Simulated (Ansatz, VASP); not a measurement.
**Al2O3 in two plane-wave programs**

One calculation is typed for both programs; each brings its own data sets. How far apart do they land? Of the first pair: The structure shown is frame 474 of Ansatz's trajectory.

Main program and level: Ansatz 0.2.0; plane waves, with VASP 6.6.1 beside it; single point at PBE with D3(BJ).

**1. Starting point**

The cell holds 75 atoms: 30 Al and 45 O. Its edges and angles: a = 9.543 Å, b = 9.543 Å, c = 9.543 Å, α = 90.0°, β = 90.0°, γ = 90.0°. As first built, before any earlier steps moved the atoms (in the runner's words): 75 atoms (30 Al, 45 O) placed at random at 2.92 g/cm^3, melted at 3360 K for 5 ps at fixed volume with the Morse and Coulomb pair potential with partial charges (Pedone, Malavasi, Menziani, Cormack and Segre, J. Phys. Chem. B 110, 11780 (2006)). Snapshot at the end of a hold of 8 ps at 2400 K and fixed volume.

**2. Ansatz: dynamics, PBE with D3(BJ)**

Ansatz runs on its default PAW (the set named soft_2) files.

One frame of this run of dynamics is then solved in both programs, so the motion causes no difference.

Contents of input.yaml:

```yaml
crystal:
  lattice:
    - [9.5429, 0.0, 0.0]
    - [0.0, 9.5429, 0.0]
    - [0.0, 0.0, 9.5429]
  atoms:
    - { symbol: Al, position: [0.40079, 0.82568, 0.0993] }
    - { symbol: Al, position: [0.54951, 0.05436, 0.02134] }
    - { symbol: Al, position: [0.14593, 0.99892, 0.58559] }
    - { symbol: Al, position: [0.52289, 0.51563, 0.12324] }
    - { symbol: Al, position: [0.37154, 0.49082, 0.59575] }
    - { symbol: Al, position: [0.92655, 0.05387, 0.84861] }
    - { symbol: Al, position: [0.19286, 0.5946, 0.3507] }
    - { symbol: Al, position: [0.6321, 0.04715, 0.52839] }
    - { symbol: Al, position: [0.77118, 0.66344, 0.08078] }
    - { symbol: Al, position: [0.22782, 0.56547, 0.00335] }
    - { symbol: Al, position: [0.41174, 0.8026, 0.54996] }
    - { symbol: Al, position: [0.39224, 0.04343, 0.71882] }
    - { symbol: Al, position: [0.12748, 0.31581, 0.12397] }
    - { symbol: Al, position: [0.06025, 0.87751, 0.09974] }
    - { symbol: Al, position: [0.42262, 0.32537, 0.33995] }
    - { symbol: Al, position: [0.61558, 0.78766, 0.83141] }
    - { symbol: Al, position: [0.72638, 0.31831, 0.97804] }
    - { symbol: Al, position: [0.9024, 0.50765, 0.25954] }
    - { symbol: Al, position: [0.00107, 0.40234, 0.8549] }
    - { symbol: Al, position: [0.77979, 0.31926, 0.53224] }
    - { symbol: Al, position: [0.00825, 0.06382, 0.29742] }
    - { symbol: Al, position: [0.63998, 0.58901, 0.39063] }
    - { symbol: Al, position: [0.37135, 0.01678, 0.31163] }
    - { symbol: Al, position: [0.15084, 0.8032, 0.82501] }
    - { symbol: Al, position: [0.40719, 0.33531, 0.84045] }
    - { symbol: Al, position: [0.77953, 0.81719, 0.36526] }
    - { symbol: Al, position: [0.63159, 0.51737, 0.72277] }
    - { symbol: Al, position: [0.87746, 0.9644, 0.60753] }
    - { symbol: Al, position: [0.12615, 0.3048, 0.53022] }
    - { symbol: Al, position: [0.92059, 0.65425, 0.60642] }
    - { symbol: O, position: [0.36952, 0.46289, 0.05596] }
    - { symbol: O, position: [0.03603, 0.95457, 0.4501] }
    - { symbol: O, position: [0.038, 0.6726, 0.72691] }
    - { symbol: O, position: [0.09689, 0.45983, 0.96539] }
    - { symbol: O, position: [0.76802, 0.97217, 0.7719] }
    - { symbol: O, position: [0.32358, 0.93783, 0.44754] }
    - { symbol: O, position: [0.74211, 0.00303, 0.39226] }
    - { symbol: O, position: [0.04751, 0.42911, 0.22022] }
    - { symbol: O, position: [0.53432, 0.48719, 0.31286] }
    - { symbol: O, position: [0.03654, 0.35796, 0.6712] }
    - { symbol: O, position: [0.45035, 0.97692, 0.16649] }
    - { symbol: O, position: [0.58104, 0.6731, 0.70292] }
    - { symbol: O, position: [0.04107, 0.91582, 0.92488] }
    - { symbol: O, position: [0.78065, 0.47185, 0.06177] }
    - { symbol: O, position: [0.26735, 0.88979, 0.7079] }
    - { symbol: O, position: [0.516, 0.16422, 0.41294] }
    - { symbol: O, position: [0.29176, 0.26986, 0.22351] }
    - { symbol: O, position: [0.92367, 0.05098, 0.15668] }
    - { symbol: O, position: [0.78097, 0.43845, 0.39231] }
    - { symbol: O, position: [0.28954, 0.42408, 0.44289] }
    - { symbol: O, position: [0.75904, 0.6572, 0.27061] }
    - { symbol: O, position: [0.52745, 0.95712, 0.63051] }
    - { symbol: O, position: [0.18241, 0.95783, 0.17103] }
    - { symbol: O, position: [0.79598, 0.47545, 0.65537] }
    - { symbol: O, position: [0.00415, 0.03988, 0.69111] }
    - { symbol: O, position: [0.51979, 0.8825, 0.93008] }
    - { symbol: O, position: [0.2645, 0.73524, 0.94895] }
    - { symbol: O, position: [0.5736, 0.42185, 0.87818] }
    - { symbol: O, position: [0.30634, 0.47428, 0.76197] }
    - { symbol: O, position: [0.60965, 0.75062, 0.41031] }
    - { symbol: O, position: [0.24263, 0.1589, 0.60651] }
    - { symbol: O, position: [0.84271, 0.79616, 0.55196] }
    - { symbol: O, position: [0.03497, 0.21527, 0.39876] }
    - { symbol: O, position: [0.42468, 0.13918, 0.86508] }
    - { symbol: O, position: [0.55342, 0.67896, 0.10314] }
    - { symbol: O, position: [0.61914, 0.20533, 0.06676] }
    - { symbol: O, position: [0.13954, 0.21671, 0.95544] }
    - { symbol: O, position: [0.94434, 0.75809, 0.13535] }
    - { symbol: O, position: [0.74724, 0.67178, 0.88645] }
    - { symbol: O, position: [0.51933, 0.42225, 0.63479] }
    - { symbol: O, position: [0.76023, 0.15691, 0.58932] }
    - { symbol: O, position: [0.04479, 0.60054, 0.44871] }
    - { symbol: O, position: [0.24528, 0.70256, 0.21432] }
    - { symbol: O, position: [0.37021, 0.63538, 0.5076] }
    - { symbol: O, position: [0.86249, 0.26464, 0.87993] }
kpoints:
  mp_grid: { grid: [1, 1, 1] }
hamiltonian:
  xc: pbe
  dispersion: d3bj
scf:
  occupations: { method: fermi_dirac, width: 0.207 }
output:
  forces: true
  stress: true
md:
  timestep: 2.0
  n_steps: 1400
  ensemble: nvt_nose_hoover
  temperature: 2400
  initial_velocities: maxwell_boltzmann
  seed: 7
```

Launch:

```sh
$ ansatz run input.yaml --threads 4 --pin off --max-ram 15360MiB --backend cpu --events-out ev --progress --plain --runs-dir out
```

Numbers of over 12 decimals in the logs are rounded to 6 here.

The log of the run:

```text
Warning: md: disabling space-group detection — thermal motion breaks the input geometry's symmetry, so no spatial operation reduces the k-mesh or symmetrises the density; time reversal is kept, so that k and −k are solved as one point where they differ and the mesh holds both, and exact exchange and, on two spinor components, a DFT+U term hold to it where the run has them: on two components no moment then forms, and  [...]
Warning: output.stress: scf.convergence.dr2_threshold = 7.5e-8 eV (the default of an md: trajectory) is looser than the 7.5e-9 eV advised for a printed stress (1e-10 eV for each atom of the cell: 75). What an SCF threshold leaves in a stress goes as its square root, and in the free energy as the threshold itself, and one threshold admits the most on a small cell: [figures from the program's tests cut] Set scf.converg [...]
band count auto-derived: 266 (N_el = 360.0; filled up to band 180; 255 by the electrons, moments and atoms)
Engine: ansatz 0.2.0, aarch64-unknown-linux-gnu
Pseudopotentials: kind: paw
Pseudopotential: Al, paw, valence charge 3, recommended cutoff 420 eV (normal), Al.paw.azcp
Pseudopotential: O, paw, valence charge 6, recommended cutoff 420 eV (normal), O.paw.azcp
Functional definition: PBE
  parameter kappa = 0.804
  parameter beta = 0.066725
  exchange = pbe_x(kappa = kappa, mu = beta*pi^2/3)
  correlation = pbe_c(beta = beta)
Crystal: 75 atoms, lattice volume = 869.043 Å³
Basis set: ecut = 420 eV, 17071 PW (Γ), exchange–correlation on 128×128×128 points (8 copies of the dense FFT grid, shifted against one another)
Bands: 266, of which v1, the nominal top of the filled ones, is band 180 counted from 1 (179 counted from 0)
Symmetry: 1 space group operations
k-points: 1
Non-local potential: Al, projectors of the file, l = 0: 2, l = 1: 2, l = 2: 1
Non-local potential: O, projectors of the file, l = 0: 2, l = 1: 2, l = 2: 1
PAW form: soft (Blöchl's): semilocal exchange-correlation on the pseudo side does not see the compensation charge
PAW one-centre angular grid: Al, 110 points (default); XC on 64 Gauss nodes
PAW one-centre angular grid: O, 110 points (default); XC on 64 Gauss nodes
Initial density: superposition of atomic densities (neutral atoms: chi_scale 0, normalization atom), corrected by the library's trained network
Initial wavefunctions: pseudopotential atomic-orbital guess
Functional: x = pbe(κ = 0.804, μ = 0.219515), c = pbe(β = 0.066725)
SCF iter   1: F=—  HF=-41733.285717 eV  |F-HF|=—  |Δ(HF+E_count)|=         —  Δρ=3.79e-3  dr2=1.91e-1  ethr=1.77e-3  ⟨swp⟩=5.0  Hψ=1131  notcnv=0  defer=36
preconditioner: auto → Resta (q_TF=auto, 2.356 Å⁻¹)  ε∞=3.6  [insulator: Δε(μ)=1.013 eV  Ē_g=14.964 eV  σ=0.207 eV  W_gap=0.84  n_scr=178 (ndim 8)  ℏωp=23.9 eV  f_vac=0.027  D(μ)=1.55/eV (n_scr^D=0)  ε∞_Penn≈3.6]
SCF iter   2: F=—  HF=-41733.261727 eV  |F-HF|=—  |Δ(HF+E_count)|=   2.40e-2  Δρ=2.23e-3  dr2=4.34e-2  ethr=5.30e-5  ⟨swp⟩=3.0  Hψ=497  notcnv=0  defer=36
SCF iter   3: F=—  HF=-41733.261627 eV  |F-HF|=—  |Δ(HF+E_count)|=   1.00e-4  Δρ=1.55e-3  dr2=3.18e-2  ethr=1.21e-5  ⟨swp⟩=2.0  Hψ=369  notcnv=0  defer=36
SCF iter   4: F=—  HF=-41733.262279 eV  |F-HF|=—  |Δ(HF+E_count)|=   6.52e-4  Δρ=1.57e-3  dr2=2.80e-2  ethr=8.82e-6  ⟨swp⟩=2.0  Hψ=359  notcnv=0  defer=36
SCF iter   5: F=—  HF=-41733.259553 eV  |F-HF|=—  |Δ(HF+E_count)|=   2.73e-3  Δρ=2.74e-4  dr2=8.05e-4  ethr=7.79e-6  ⟨swp⟩=2.0  Hψ=442  notcnv=0  defer=36
SCF iter   6: F=—  HF=-41733.259706 eV  |F-HF|=—  |Δ(HF+E_count)|=   1.53e-4  Δρ=1.49e-4  dr2=1.92e-4  ethr=2.24e-7  ⟨swp⟩=2.0  Hψ=369  notcnv=0  defer=36
SCF iter   7: F=—  HF=-41733.259723 eV  |F-HF|=—  |Δ(HF+E_count)|=   1.66e-5  Δρ=3.73e-5  dr2=1.45e-5  ethr=5.33e-8  ⟨swp⟩=2.0  Hψ=369  notcnv=0  defer=36
SCF iter   8: F=—  HF=-41733.260971 eV  |F-HF|=—  |Δ(HF+E_count)|=   1.25e-3  Δρ=2.09e-5  dr2=3.72e-6  ethr=4.03e-9  ⟨swp⟩=2.0  Hψ=403  notcnv=0  defer=36
[...]
md step  1364: t =  2728.00 fs  T =  2155.0 K  F+E_penalty+E_count = -41750.09604422 eV  E_kin = 20.613096 eV  conserved = -41710.44452483 eV  P_inst = 0.7430 GPa  (6 SCF iters, 3 dispersion substeps)
md step  1368: t =  2736.00 fs  T =  2048.5 K  F+E_penalty+E_count = -41749.09900667 eV  E_kin = 19.594382 eV  conserved = -41710.41730920 eV  P_inst = 0.9522 GPa  (7 SCF iters, 3 dispersion substeps)
md step  1372: t =  2744.00 fs  T =  2027.3 K  F+E_penalty+E_count = -41748.91044926 eV  E_kin = 19.391566 eV  conserved = -41710.41511652 eV  P_inst = -0.5272 GPa  (6 SCF iters, 3 dispersion substeps)
md step  1376: t =  2752.00 fs  T =  2090.5 K  F+E_penalty+E_count = -41749.48284891 eV  E_kin = 19.996113 eV  conserved = -41710.40501392 eV  P_inst = -1.5838 GPa  (6 SCF iters, 3 dispersion substeps)
md step  1380: t =  2760.00 fs  T =  2247.0 K  F+E_penalty+E_count = -41750.96980328 eV  E_kin = 21.493506 eV  conserved = -41710.45757594 eV  P_inst = -1.3400 GPa  (10 SCF iters, 3 dispersion substeps)
md step  1384: t =  2768.00 fs  T =  1928.9 K  F+E_penalty+E_count = -41747.78435003 eV  E_kin = 18.449948 eV  conserved = -41710.40860337 eV  P_inst = 0.4824 GPa  (6 SCF iters, 3 dispersion substeps)
md step  1388: t =  2776.00 fs  T =  1859.7 K  F+E_penalty+E_count = -41746.99246956 eV  E_kin = 17.788630 eV  conserved = -41710.42172687 eV  P_inst = 0.0216 GPa  (7 SCF iters, 3 dispersion substeps)
md step  1392: t =  2784.00 fs  T =  1842.5 K  F+E_penalty+E_count = -41746.58569658 eV  E_kin = 17.623556 eV  conserved = -41710.39968265 eV  P_inst = -0.5226 GPa  (6 SCF iters, 3 dispersion substeps)
md step  1396: t =  2792.00 fs  T =  2118.4 K  F+E_penalty+E_count = -41748.95374027 eV  E_kin = 20.262843 eV  conserved = -41710.45249153 eV  P_inst = -0.6947 GPa  (6 SCF iters, 3 dispersion substeps)
[...]
md step  1400: t =  2800.00 fs  T =  2074.8 K  F+E_penalty+E_count = -41748.04243581 eV  E_kin = 19.845512 eV  conserved = -41710.38827290 eV  P_inst = 0.6032 GPa  (10 SCF iters, 3 dispersion substeps)
SCF converged after 10 iterations
Free energy (F): -41748.042436 eV
Harris-Foulkes:  -41748.042436 eV  (|F-HF|=1.07e-8)
Internal energy: -41747.992331 eV  (E = F + TS)
E sigma→0 (E₀):  -41748.017383 eV
Entropy (-TS):   -0.050105 eV (-0.668 meV/atom)
Fermi energy:    6.162707 eV
--- Per-component energies (eV) ---
  E_band       = -681.179154
  E_kinetic    = 8732.525237
  E_local      = -19965.138429  (includes V_loc(G=0)·N_el)
  E_nonlocal   = 2448.495418
  E_hartree    = 7499.605564
  E_xc         = -4550.248339
  E_vxc        = -5154.953185  (∫ρ·V_xc dr)
  E_paw        = -21156.274989  (= ΣΔE_a)
  E_vpaw       = -1741.425372  (= ΣTr[D̂ρ^β])
  E_aug_tail   = 0.112249  (compensation charges beyond the density's cutoff)
  E_ewald      = -14744.111919
  E_disp       = -12.957122  (pairwise vdW)
  E_smearing   = -0.050105  (= −TS)
  E_closure    = 0.000000  (closes the sum)
  Σ components = -41748.042436   (vs F -41748.042436, Δ=0.00e0)
--- Forces (eV/Å), atoms counted from 1 ---
  atom   1  Al     0.40022301    -2.75404245    -1.06002669
  atom   2  Al    -3.23469657     3.85123699     4.92647868
  atom   3  Al    -1.10514548    -1.51434536    -0.20178056
  atom   4  Al     0.29036143    -5.77262568    -0.58206991
  atom   5  Al     1.95671626    -1.02872509    -3.85675941
  atom   6  Al     1.04005631     2.08240771     1.31780448
  atom   7  Al    -0.14079631     0.76131537     0.20948174
  atom   8  Al    -1.85134352    -1.05314921    -1.78028036
  atom   9  Al     0.37457846     3.08831330     3.59604561
  atom  10  Al     0.43447035     1.28625538    -1.64908853
  atom  11  Al    -0.98738005     2.50167008    -0.04151191
  atom  12  Al    -2.41390488     3.65424442     0.49172079
  atom  13  Al    -2.16348497    -2.42424579    -1.17592894
  atom  14  Al    -4.88920120    -1.25581978     3.09723579
  atom  15  Al    -0.17590674     0.65735130     2.29754063
  atom  16  Al     3.39895627    -1.90617450     0.89529959
  atom  17  Al     3.30022047    -3.77274898     1.20029628
  atom  18  Al     0.78298406     1.81673983    -1.99912325
  atom  19  Al    -1.62692952    -4.67790702     3.02960307
  atom  20  Al     0.77918306     0.37571642    -0.55074234
  atom  21  Al     1.17444510     1.52993032    -0.84371004
  atom  22  Al    -0.64323006     0.37785158    -1.02502020
  atom  23  Al     0.45646079     0.86653490    -0.58490617
  atom  24  Al     5.30996831     3.14687929     2.21833328
[...]
atom  68  O      1.43544746     0.08162059     1.79148384
  atom  69  O     -2.28936212     0.38014390    -1.99838386
  atom  70  O     -0.50586345    -0.43603883     1.75231223
  atom  71  O     -0.20189498     0.49354664     0.63361509
  atom  72  O      0.50651070    -2.44036632     0.20057484
  atom  73  O     -1.56198241     2.05803154    -1.80569339
  atom  74  O     -1.03001135     1.18087266     1.88083861
  atom  75  O      2.05176439     1.28233222     0.86317594
  max |Σ_I F_I| component: 1.40e-4 eV/Å
--- Stress (GPa, compression-positive) ---
       -3.515730      -0.476719       0.140888
       -0.476706      -0.459956       2.073972
        0.140891       2.073970      -1.631185
  P = ⅓ Tr σ = -1.8690 GPa (-18.690 kbar)
--- MD trajectory: 1400 steps, t = 0.0 → 2800.0 fs ---
  final state: T = 2074.8 K   F+E_penalty+E_count = -41748.04243581 eV   E_kin = 19.845512 eV
  conserved energy: peak-to-peak 2.118e-1 eV (2.824e-3 eV/atom) over 2800.0 fs
```

Reading the cycles: dr2 is the Hartree energy of the density residual (eV), the measure of convergence; HF is the Harris–Foulkes estimate of the energy, which meets the free energy F at convergence.

**3. VASP: single point, PBE with D3(BJ), pair 1**

The same cell, functional, mesh and smearing now go to VASP, with its own data sets.

Lines of VASP's logs that name or quote its potential files are left out, and so is its time.

Contents of INCAR:

```
SYSTEM = Al2O3
PREC = Accurate
ENCUT = 520
EDIFF = 1E-06
NELM = 120
ISMEAR = -1
SIGMA = 0.207
LREAL = Auto
ALGO = Normal
GGA = PE
IVDW = 12
NBANDS = 232
LORBIT = 11
LWAVE = .FALSE.
LCHARG = .FALSE.
ISIF = 2
LASPH = .TRUE.
GGA_COMPAT = .FALSE.
EFERMI = MIDGAP
NCORE = 2
```

Contents of POSCAR:

```
Al2O3
1.0
    9.5429000000      0.0000000000      0.0000000000
    0.0000000000      9.5429000000      0.0000000000
    0.0000000000      0.0000000000      9.5429000000
Al O
30 45
Direct
    0.4018275367      0.8179484224      0.0630311541
    0.4298588479      0.1098722611      0.0187364428
    0.1826803173      0.9497113037      0.5487849605
    0.4073394880      0.5813746345      0.1767282482
    0.3753995117      0.4572509405      0.5941904453
    0.9931257794      0.0921418018      0.9202234122
    0.2191576984      0.6647559966      0.3923545254
    0.6698383091      0.1334080835      0.5575873162
    0.6987917719      0.6266438923      0.0969202234
    0.1502478282      0.4947133471      0.0602332624
    0.5090800490      0.8514288109      0.6328579363
    0.3845686322      0.0643305494      0.7238365696
    0.9867545505      0.2376426453      0.1463601211
    0.9587546763      0.8099634283      0.0549623280
    0.4574186044      0.2325393748      0.3013863710
    0.6878936172      0.8807176016      0.8804137107
    0.8550964591      0.4017227468      0.9121126702
    0.9561978015      0.5477684980      0.2937367048
    0.0840310597      0.3962003165      0.7256599147
    0.9327562900      0.3134791311      0.4344067317
    0.9322952142      0.0239968982      0.3508681847
    0.6358863658      0.5470873634      0.3847677331
    0.2290603485      0.9782141697      0.2365842668
    0.2163598068      0.7672405663      0.7755399302
    0.4002871245      0.3660208113      0.8984166239
    0.7248425531      0.8034454935      0.4802104182
    0.6377516269      0.5459346739      0.7243500403
    0.9168596548      0.0861897327      0.6730134446
    0.2204361358      0.2128598225      0.4536042503
    0.9677666118      0.6892349286      0.6014104727
    0.3225329826      0.4766370810      0.0250238397
    0.0447138710      0.0660386256      0.4803466451
    0.0890609773      0.5984239592      0.7359712456
    0.0474488887      0.4254052751      0.9366335181
    0.8038227373      0.9891332823      0.7936685913
    0.2416875373      0.8607027214      0.4010940071
    0.8039484853      0.0015823282      0.4911504888
    0.0723993755      0.4083349925      0.1949093043
    0.5001414664      0.4750023578      0.2906768383
    0.0841777657      0.3646899789      0.5042597114
    0.3280868499      0.9684477465      0.0974546521
    0.6135032328      0.7296524117      0.7535864360
    0.0476899056      0.9167967809      0.9261754812
    0.7084219682      0.4913181528      0.9704073185
    0.3361766339      0.8850349474      0.7036435465
    0.6288130443      0.1835291159      0.3925641053
    0.2892831320      0.1370023787      0.2864328454
    0.8611218812      0.2383447380      0.9851407853
    0.8505276174      0.4439216590      0.3715641996
    0.3555522954      0.3323727588      0.4362195978
    0.7311089920      0.6921061732      0.3083129866
    0.5667145207      0.0327049429      0.6830313636
    0.9541543975      0.8961845980      0.2254870113
    0.8196041036      0.4770876777      0.7119219524
    0.0717391988      0.8461683555      0.6673652663
    0.5273973320      0.9586918023      0.9485690933
    0.2645631831      0.7690953484      0.9576648608
    0.5264227855      0.4023305285      0.8017059804
    0.2776304897      0.3903949533      0.7213111318
    0.5433463622      0.8854017123      0.4519171321
    0.2712278238      0.1078078991      0.6060212304
    0.7985727609      0.6876630794      0.5865617370
    0.8976935732      0.2028523824      0.3038174978
    0.3254356642      0.1771264500      0.8796592231
    0.5357595699      0.7034234876      0.1059007220
    0.5479885569      0.2098628300      0.1156566662
    0.0580641105      0.0892915152      0.1146087667
    0.9748294544      0.6542770017      0.1488017269
    0.7675654151      0.7754875352      0.0061302120
    0.5530813484      0.4782718042      0.5585409048
    0.8438839347      0.2429135797      0.5957832525
    0.0375671966      0.6390615012      0.4338618240
    0.3015540349      0.7041151013      0.2390992256
    0.3104821386      0.6354462480      0.5446562366
    0.0562931604      0.1548795440      0.7532406292
```

Contents of KPOINTS:

```
Automatic mesh
0
Gamma
1 1 1
0 0 0
```

The projector-augmented-wave data sets are Al and O (PBE family, release 64).

Launch:

```sh
$ mpirun -np 8 vasp_gam
```

The log of the run:

```text
[banner, memory and clock lines left out]
running    8 mpi-ranks, on    1 nodes
[...]
LDA part: xc-table for (Slater+PW92), standard interpolation
 POSCAR, INCAR and KPOINTS ok, starting setup
[...]
entering main loop
       N       E                     dE             d eps       ncg     rms          rms(c)
DAV:   1     0.306737433404E+04    0.30674E+04   -0.20905E+05   464   0.152E+03
DAV:   2    -0.315093596943E+03   -0.33825E+04   -0.32444E+04   576   0.357E+02
DAV:   3    -0.600405509388E+03   -0.28531E+03   -0.28280E+03   536   0.110E+02
DAV:   4    -0.605910110380E+03   -0.55046E+01   -0.54828E+01   552   0.167E+01
[...]
DAV:  16    -0.517982304754E+03   -0.72625E-05   -0.43570E-05   528   0.217E-02    0.825E-03
DAV:  17    -0.517982304917E+03   -0.16282E-06   -0.14643E-05   552   0.121E-02    0.600E-03
DAV:  18    -0.517982305020E+03   -0.10313E-06   -0.37798E-06   448   0.495E-03
   1 F= -.53092161E+03 E0= -.53082735E+03  d E =-.188523E+00
```

Parts of OUTCAR (step 3):

```text
  FREE ENERGIE OF THE ION-ELECTRON SYSTEM (eV)
  ---------------------------------------------------
  free  energy   TOTEN  =      -530.9216142626 eV

  energy  without entropy=     -530.7330909507  energy(sigma->0) =     -530.82735261
```

The run ends at a pressure of 2.40 GPa, with forces up to 7.4 eV/Å.

[end of part 1 of 3]

[Lines on the potential files, build, host, timing and source positions are cut from VASP's logs without a mark.]

[Logs are printed without paths, hosts, clocks, repeated set-up lines and the standing remarks that a program may print on its own settings, such as how far it seeks lower states.]

[Hosts, paths, dates, database ids (printed as entryN), source tags and the programs' standing remarks are cut or masked in the printed files.]
